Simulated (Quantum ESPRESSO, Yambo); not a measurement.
# How the form of the self-energy moves the gap of CuI (Marshite), part 2 of 2

How much does the gap of CuI (Marshite) depend on the approximation to the self-energy?

Quantum ESPRESSO 7.5 and Yambo 5.3.0; PBE and many-body steps on it, plane waves. Known limits of the many-body steps: not at the basis limit; d shell near the gap, gap tends to lie low; no spin-orbit coupling.

So far. Step 2 (Empty states on the mesh, 4×4×4 mesh, 522 bands): On this mesh the gap is 1.096 eV. Step 4 (G0W0, Godby-Needs plasmon pole): The gap on the mesh goes from 1.10 eV to 1.56 eV, a correction of +0.47 eV.

The database entry behind the starting cell differs from later determinations by our own check (about 0.15 % long (mineral sample)), so it need not match the best structure at ambient conditions.

In doubt: a PseudoDojo file used here is known to give poor structures and forces, which bears on pressures, cells, forces and phonons.

## 5. One-shot COHSEX

This step: one-shot COHSEX on PBE, plane waves, norm-conserving pseudopotentials.

gw4.in

```
HF_and_locXC
gw0
dyson
cohsex
em1s
rim_cut
RandQpts= 1000000
RandGvec= 1 RL
EXXRLvcs= 84 Ry
VXCRLvcs= 336 Ry
Chimod= "HARTREE"
% BndsRnXs
 1 | 225 |
%
NGsBlkXs= 17 Ry
% LongDrXs
 1 | 1 | 1 |
%
% GbndRnge
 1 | 225 |
%
DysSolver= "n"
ExtendOut
% QPkrange
 1 | 1 | 21 | 24 |
%
```

The run is started by

```sh
OMP_NUM_THREADS=1 mpirun -n 4 yambo -F gw4.in -J gw4 -C gw4 > gw4.log
```

Output:

```text
 Yambo, version 5.3.0

 [02] CORE Variables Setup
 =========================

  [... cell, symmetries and grids as in the set-up ...]

  [02.05] Energies & Occupations
  ==============================

  [X] === General ===
  [X] Electronic Temperature                        :  0.000000  0.000000 [eV K]
  [X] Bosonic    Temperature                        :  0.000000  0.000000 [eV K]
  [X] Finite Temperature mode                       : no
  [X] El. density                                   :  0.78968E+24 [cm-3]
  [X] Fermi Level                                   :  9.159113 [eV]

  [X] === Gaps and Widths ===
  [X] Conduction Band Min                           :  1.096441 [eV]
  [X] Valence Band Max                              :  0.000000 [eV]
  [X] Filled Bands                                  :  22
  [X] Empty Bands                                   :    23   522
  [X] Direct Gap                                    :  1.096441 [eV]
  [X] Direct Gap localized at k                     :  1
  [X] Indirect Gap                                  :  1.096441 [eV]
  [X] Indirect Gap between kpts                     :  1  1
  [X] Last valence band width                       :  1.487453 [eV]
  [X] 1st conduction band width                     :  3.372476 [eV]

 [03] Transferred momenta grid and indexing
 ==========================================

 IBZ Q-points                                      :   8
 BZ  Q-points                                      :   64

 K/Q-points units:
 rlu = crystal or reduced units; cc = cartesian coordinates; iku = interal k-units

 Q [1]          [rlu]:  0.000000  0.000000  0.000000
 Q [2]          [rlu]:  0.42768E-17  0.42768E-17  0.25000
 Q [3]          [rlu]: -0.85536E-17 -0.85536E-17 -0.50000
[...]
BZ Q point size factor                           : -1.000000
  X Optical Averaged directions                    : none

 [07] Local Exchange-Correlation + Non-Local Fock
 ================================================

 [VXC] Plane waves :   39189
 [EXS] Plane waves :   4957

 QP @ state[ 1 ] K range:  1  1
 QP @ state[ 1 ] b range:  21  24

 [xc] Functional : Perdew, Burke & Ernzerhof(X)+Perdew, Burke & Ernzerhof(C)
 [xc] LIBXC used to calculate xc functional
  PP Number of Atomic Species                      :  2
  NLCC RL compoments                               :   39189
  PP Number of Atomic Species                      :  2
  NLCC RL compoments                               :   39189

 [xc] E_xc :  -39.55871 [Ha]
      E_xc :  -79.11742 [Ry]

  Local XC kind (lXC) : Perdew, Burke & Ernzerhof(X)+Perdew, Burke & Ernzerhof(C)
  Non-Local XC kind (nlXC) : Hartree-Fock

  Corrections @ K [1] :  [eV]
 <21|nlXC|21> = -31.04328 -0.21158E-17 <21|lXC|21> = -25.75252  0.000000
 <22|nlXC|22> = -31.04330  0.95537E-17 <22|lXC|22> = -25.75252  0.000000
 <23|nlXC|23> = -7.232220  0.80520E-18 <23|lXC|23> = -11.40864  0.000000
 <24|nlXC|24> = -6.103828  0.95255E-18 <24|lXC|24> = -10.54627  0.000000

 [08] Dyson equation: Newton solver
 ==================================

 [Newton] Sc step       :  0.100000 [eV]
 [Newton] Sc steps      :  1

  [08.01] G0W0 (COHSEX)
  =====================

  [  GW  ] Bands range     :   1  24

  QP @ state[ 1 ] K range:  1  1
  QP @ state[ 1 ] b range:  21  24

   Sc Empty Bands                                   : no
   Sc bands terminator                              : no
   Sx RL components                                 :   4957

   QP @ state[ 1 ] K range                          :  1  1
   QP @ state[ 1 ] b range                          :  21  24
   GF WF`s kind                                     : Perdew, Burke & Ernzerhof(X)+Perdew, Burke & Ernzerhof(C)
   Xs energies kind                                 : Perdew, Burke & Ernzerhof(X)+Perdew, Burke & Ernzerhof(C)
   Xs WF`s kind                                     : Perdew, Burke & Ernzerhof(X)+Perdew, Burke & Ernzerhof(C)

 [11] Game Over & Game summary
```

Wall time 15 min (4 MPI ranks of Intel Xeon Platinum 8259CL at 2.50GHz (Skylake/Cascade Lake), shared host); peak memory 2 GiB; 58 min of CPU time.

Numbers from this step:

```yaml
quasiparticle_gap_on_the_points_computed: 2.279 eV
starting_gap_on_the_mesh: 1.096 eV
k_of_the_valence_top: 0, 0, 0
k_of_the_conduction_bottom: 0, 0, 0
least_direct_quasiparticle_gap_on_the_computed_points: 2.279 eV
z_at_the_valence_top: 1
z_at_the_conduction_bottom: 1
```

Against G0W0 in Yambo (4×4×4 mesh, 225 bands, screening to 231.3 eV, Godby-Needs plasmon pole), the gap moves by +0.716 eV.

## 6. One-shot Hartree-Fock

This step: one-shot Hartree-Fock on PBE, plane waves, norm-conserving pseudopotentials.

gw5.in

```
HF_and_locXC
rim_cut
RandQpts= 1000000
RandGvec= 1 RL
EXXRLvcs= 84 Ry
VXCRLvcs= 336 Ry
% QPkrange
 1 | 1 | 21 | 24 |
%
```

The run is started by

```sh
OMP_NUM_THREADS=1 mpirun -n 4 yambo -F gw5.in -J gw5 -C gw5 > gw5.log
```

Output:

```text
 Yambo, version 5.3.0

 [02] CORE Variables Setup
 =========================

  [... cell, symmetries and grids as in the set-up ...]

  [02.05] Energies & Occupations
  ==============================

  [X] === General ===
  [X] Electronic Temperature                        :  0.000000  0.000000 [eV K]
  [X] Bosonic    Temperature                        :  0.000000  0.000000 [eV K]
  [X] Finite Temperature mode                       : no
  [X] El. density                                   :  0.78968E+24 [cm-3]
[...]
PP Number of Atomic Species                      :  2
  NLCC RL compoments                               :   39189

 [xc] E_xc :  -39.55871 [Ha]
      E_xc :  -79.11742 [Ry]

  Local XC kind (lXC) : Perdew, Burke & Ernzerhof(X)+Perdew, Burke & Ernzerhof(C)
  Non-Local XC kind (nlXC) : Hartree-Fock

  Corrections @ K [1] :  [eV]
 <21|nlXC|21> = -31.04328 -0.21158E-17 <21|lXC|21> = -25.75252  0.000000
 <22|nlXC|22> = -31.04330  0.95537E-17 <22|lXC|22> = -25.75252  0.000000
 <23|nlXC|23> = -7.232220  0.80520E-18 <23|lXC|23> = -11.40864  0.000000
 <24|nlXC|24> = -6.103828  0.95255E-18 <24|lXC|24> = -10.54627  0.000000

 [08] Game Over & Game summary
```

Run time: 19 s. Hardware: 4 MPI ranks; peak memory 1.9 GiB; 77 s of CPU time.

This step gave:

| Item | Value |
| --- | --- |
| quasiparticle gap on the mesh | 10.56 eV |
| starting gap on the mesh | 1.096 eV |
| k of the valence top | 0, 0, 0 |
| k of the conduction bottom | 0, 0, 0 |
| least direct quasiparticle gap on the computed points | 10.56 eV |

Against G0W0 in Yambo (4×4×4 mesh, 225 bands, screening to 231.3 eV, Godby-Needs plasmon pole), the gap moves by +9.000 eV.

## 7. The runs together

Times are wall times on 4 MPI ranks of Intel Xeon Platinum 8259CL at 2.50GHz (Skylake/Cascade Lake), shared host, good to a factor of about two.

```
                           run   mesh  bands  screening cutoff (eV)  DFT gap (eV)  gap on the mesh (eV)  direct (eV)    time
G0W0, Godby-Needs plasmon pole  4×4×4    225                  231.3         1.096                 1.563        1.563  24 min
               one-shot COHSEX  4×4×4    225                  231.3         1.096                 2.279        2.279  15 min
         one-shot Hartree-Fock  4×4×4      -                      -         1.096                10.564       10.564    19 s
```

## 8. Outcome

```json
{
 "G0W0, Godby-Needs plasmon pole": "1.563 eV",
 "one-shot COHSEX": "2.279 eV",
 "one-shot Hartree-Fock": "10.564 eV",
 "known limits": "not at the basis limit; d shell near the gap, gap tends to lie low; no spin-orbit coupling"
}
```

What this shows: One-shot COHSEX: +0.716 eV against G0W0, Godby-Needs plasmon pole. One-shot Hartree-Fock: +9.000 eV against G0W0, Godby-Needs plasmon pole. Bare exchange alone opens the gap to 10.56 eV; against G0W0, correlation takes back 9.00 eV. Static COHSEX lies above G0W0: it lacks the factor Z and overstates the Coulomb hole of the filled states. Bands and cutoff are finite, so the gap is not at the basis limit. The miss can reach some tenths of an eV and take either sign; the mesh is an error of its own. A d shell, filled or nearly so, lies near the gap. One-shot GW converges very slowly in bands there, not always from below, and on a semilocal start the gap tends to come out low; starts rich in exact exchange can overshoot instead. The many-body steps are scalar-relativistic: spin-orbit coupling is not in them.

[Paths, hosts, dates, memory and timing lines, banners, echoed tables and standing remarks are left out of the program output.]

[Logs are printed without paths, hosts, clocks, repeated set-up lines and the standing remarks that a program may print on its own settings, such as how far it seeks lower states.]

[Runs of the session that timed out or met a known fault of the program may be left out.]

[Hosts, paths, dates, database ids (printed as entryN), source tags and the programs' standing remarks are cut or masked in the printed files.]
